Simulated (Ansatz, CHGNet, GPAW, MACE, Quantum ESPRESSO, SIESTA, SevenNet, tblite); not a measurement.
## Finding the fault: GPAW, AlN/GaN superlattice along [0001] (64 atoms)

Program: GPAW 26.7.0, a calculation on a cell of 24 Al, 32 N and 8 Ga, 11.0 Å³ an atom.

The input, run.py:

```python
import numpy as np
from ase.io import read
from gpaw import GPAW, FermiDirac

atoms = read("structure.xyz")
atoms.calc = GPAW(
    mode="lcao",
    basis="dzp",
    h=0.18,
    xc="PBE",
    kpts={"size": (1, 1, 1), "gamma": True},
    occupations=FermiDirac(0.05),
    maxiter=6,
    symmetry={"point_group": False},
    txt="gpaw.txt",
)
energy = atoms.get_potential_energy(force_consistent=True)
forces = atoms.get_forces()
print(f"energy {energy:.6f} eV")
print("forces (eV/A)")
for i, (a, f) in enumerate(zip(atoms, forces)):
    print(f"{i:4d} {a.symbol:2s} {f[0]:10.5f} {f[1]:10.5f} {f[2]:10.5f}")
print(f"Fermi level {atoms.calc.get_fermi_level():.4f} eV")
for k in range(len(atoms.calc.get_ibz_k_points())):
    for s in range(atoms.calc.get_number_of_spins()):
        e = atoms.calc.get_eigenvalues(kpt=k, spin=s)
        n = np.searchsorted(e, atoms.calc.get_fermi_level())
        print(f"k {k} spin {s} levels about the Fermi level:", np.round(e[max(n - 6, 0):n], 4).tolist(), "|", np.round(e[n:n + 6], 4).tolist())
```

The input, structure.xyz:

```xyz
64
Lattice="6.37800 0.00000 0.00000 -3.18900 5.52351 0.00000 0.00000 0.00000 19.94981" Properties=species:S:1:pos:R:3 pbc="T T T"
Al 6.36336 0.01110 0.01077
N -0.03112 1.86540 0.61485
Al 0.01961 1.83165 2.45283
N 3.18457 5.50280 3.05551
Al 0.01374 0.02215 4.94636
N 0.01359 1.83447 5.51034
Al -0.03199 1.81033 7.35490
N 3.19506 5.49048 7.96436
Al 0.01164 0.00215 9.87954
N 0.01263 1.82618 10.45171
[... 50 atom lines left out ...]
Ga 1.56302 2.80953 14.77882
N 1.62234 4.60478 15.36475
Ga 1.57368 4.61031 17.39224
N 1.63146 2.83549 17.97059
```

Started as:

```
OMP_NUM_THREADS=1 python run.py > output.txt
```

Log:

```text
gpaw.KohnShamConvergenceError
```

gpaw.txt:

```text
Input parameters:
  mode=LCAO(),
  basis={'default': 'dzp'},
  h=0.18,
  kpts=MonkhorstPack(size=(1, 1, 1), gamma=True),
  maxiter=6,
  occupations=Occupations(name='fermi-dirac', width=0.05, fixmagmom=False),
  symmetry=Symmetry(point_group=False),
  xc=XC(name='PBE')
Unit cell  # Å
| periodic |         x |        y |         z |   lengths |     angles |
|----------|-----------|----------|-----------|-----------|------------|
|      yes |  6.378000 | 0.000000 |  0.000000 |  6.378000 |  90.000000 |
|      yes | -3.189000 | 5.523510 |  0.000000 |  6.378000 |  90.000000 |
|      yes |  0.000000 | 0.000000 | 19.949810 | 19.949810 | 120.000000 |
Number of symmetries: 1
Symmetry operations  # r_c * U_cc + t_c -> r_c
|   | kind |            matrix            |
|---|------|------------------------------|
| 0 |  E   |  1, 0, 0,  0, 1, 0,  0, 0, 1 |
BZ-sampling:
  Number of BZ points: 1
  Number of IBZ points: 1
  Monkhorst-Pack size: [1, 1, 1]
  Monkhorst-Pack shift: [0, 0, 0]
K-points  # in reciprocal-cell coordinates
|   |                                coordinates |     weight |
|---|--------------------------------------------|------------|
| 0 | (  0.00000000,   0.00000000,   0.00000000) | 1.00000000 |
basis functions: 832
Spin-components: 1 (collinear spins)
Bands:           158
Projectors:      320
Spin-degeneracy: 2
Datatype:        <class 'float'>
Parallelization:
  kpt:    1
  domain: 1
  band:   1
Density:
  Valence electrons: 256.0
  Components: 1
  Grid points: [ 32  32 112]
  Charge: 0.0  # |e|
Potential:
  Grid points: [ 32  32 112]
species:
  Al:
    name:    Aluminium
    Z:       13.0
    valence: 3
    core:    10
    LCAO basis set for Al:
      Name: dzp
      Number of radial functions: 5
      Number of spherical harmonics: 13
        l=0, rc=7.8750 Bohr: 3s-sz confined orbital
        l=1, rc=10.4219 Bohr: 3p-sz confined orbital
        l=0, rc=4.6094 Bohr: 3s-dz split-valence wave
        l=1, rc=6.2812 Bohr: 3p-dz split-valence wave
        l=2, rc=10.4219 Bohr: d-type Gaussian polarization
      Number of RI-basis functions 0
  N:
    name:    Nitrogen
    Z:       7.0
    valence: 5
    core:    2
    LCAO basis set for N:
      Name: dzp
      Number of radial functions: 5
      Number of spherical harmonics: 13
        l=0, rc=4.8594 Bohr: 2s-sz confined orbital
        l=1, rc=6.0625 Bohr: 2p-sz confined orbital
        l=0, rc=2.6094 Bohr: 2s-dz split-valence wave
        l=1, rc=3.2656 Bohr: 2p-dz split-valence wave
        l=2, rc=6.0625 Bohr: d-type Gaussian polarization
      Number of RI-basis functions 0
  Ga:
    name:    Gallium
    Z:       31.0
    valence: 3
    core:    28
    LCAO basis set for Ga:
      Name: dzp
      Number of radial functions: 5
      Number of spherical harmonics: 13
        l=0, rc=7.2656 Bohr: 4s-sz confined orbital
        l=1, rc=10.3438 Bohr: 4p-sz confined orbital
        l=0, rc=4.1406 Bohr: 4s-dz split-valence wave
        l=1, rc=6.0938 Bohr: 4p-dz split-valence wave
        l=2, rc=10.3438 Bohr: d-type Gaussian polarization
      Number of RI-basis functions 0
Reference energy: -628974.618724  # eV
eigensolver:
density mixing:
  MSR1-Mixer
occupation numbers:
  Fermi-Dirac:
    width: 0.0500  # eV
FastPoissonSolver using
    Stencil: 8*3+1=25 point O(h^6) finite-difference Laplacian
xc functional:
  name: PBE with 2 nearest neighbor stencil
interpolation: tri-quintic # 5. degree polynomial
Initialization done in: 14.871 s
convergence criteria:
- Maximum [total energy] change in last 3 cyles: 0.0005 eV / valence electron
- Maximum integral of absolute [dens]ity change: 0.0001 electrons / valence electron
- Maximum integral of absolute [eigenst]ate change: 4e-08 eV^2 / valence electron
maximum number of iterations: 6
SCF iterations
|iter     |      energy | eigst |  dens |
|---------|-------------|-------|-------|
|iter:   1| -461.975011 |      c|       |
|iter:   2| -447.924450 |      c| -0.58 |
|iter:   3| -407.381091 |      c| -0.63 |
|iter:   4| -407.612626 |      c| -1.27 |
|iter:   5| -407.980322 |      c| -1.56 |
|iter:   6| -407.688761 |      c| -2.11 |
timing:  # [seconds]
  Total: 213.838  # ━━━━━━━━━━━━━━━━━━━━━━━━━━━━━━━━━━━━━━━━━━━━━━━━━━━━━━━━━
  Init:   14.870  # ━━━━
  SCF:   198.877  # ━━━━━━━━━━━━━━━━━━━━━━━━━━━━━━━━━━━━━━━━━━━━━━━━━━━━━
```

Run time: 3.6 min. Hardware: 1 thread of Arm Neoverse N1, shared host; peak memory 1.4 GiB.

Banners, paths, timers and routine set-up lines are dropped from the logs unmarked, and long logs keep their key lines alone; longer cuts are marked.

**Question.** What is wrong with this input?

Too few SCF iterations: iteration limit 6.

The run ended unconverged.

[Also dropped from logs without a mark: logging warnings of Python, and SIESTA's first energy breakdown and zero terms.]

[Logs are printed without paths, hosts, clocks, repeated set-up lines and the standing remarks that a program may print on its own settings, such as how far it seeks lower states.]

[Hosts, paths, dates, database ids (printed as entryN), source tags and the programs' standing remarks are cut or masked in the printed files.]
